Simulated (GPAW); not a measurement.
Runs of GPAW 26.7.0 on C. The structure is cubic, space group Pm-3m (No. 221). Conventional cell: a = 2.620 Å, b = 2.620 Å, c = 2.620 Å, α = 90.00°, β = 90.00°, γ = 90.00°. Around C (site symmetry 4/mmm) lie 8 C at 1.85 Å. The cell was built by a generator and needn't be a form met in nature.

| level | potentials or basis | eigensolver | gap on the mesh (eV) | pressure (GPa) | relaxed volume (Å³/atom) |
| --- | --- | --- | --- | --- | --- |
| revPBE | the program's PAW data sets (release 1.2.1) made for this functional, pw | - | none | 0.4 | (a) |
| RPBE | the program's PAW data sets (release 1.2.1) made for this functional, pw | - | none | 0.0 | 6.24 |
| PBE | GPAW PAW data sets (gpaw-data 1.2.1), pw | - | none | -0.1 | 6.06 |
| LDA | the program's PAW data sets (release 1.2.1) made for this functional, pw | - | none | 0.0 | 5.59 |
| PBEsol | PAW data sets generated in the run's folder for this functional, pw | - | none | 0.0 | 5.73 |
| BLYP | PAW data sets generated in the run's folder for this functional, pw | davidson | none | 0.1 | (b) |

Alike in all rows: task relaxation of cell and atoms; no spin polarisation; cell relaxed; k mesh 10 × 10 × 10; cutoff (eV) 800; smearing fermi-dirac 0.05 eV.

Q: Estimate the missing entries.

A: (a) 6.18; (b) 6.69.

Caveats: later steps reuse the first step's grids.

A k mesh can miss the band edges.

A gap of «none» marks a metal or a gap under the smearing width.

Not every run made on this cell is shown here.
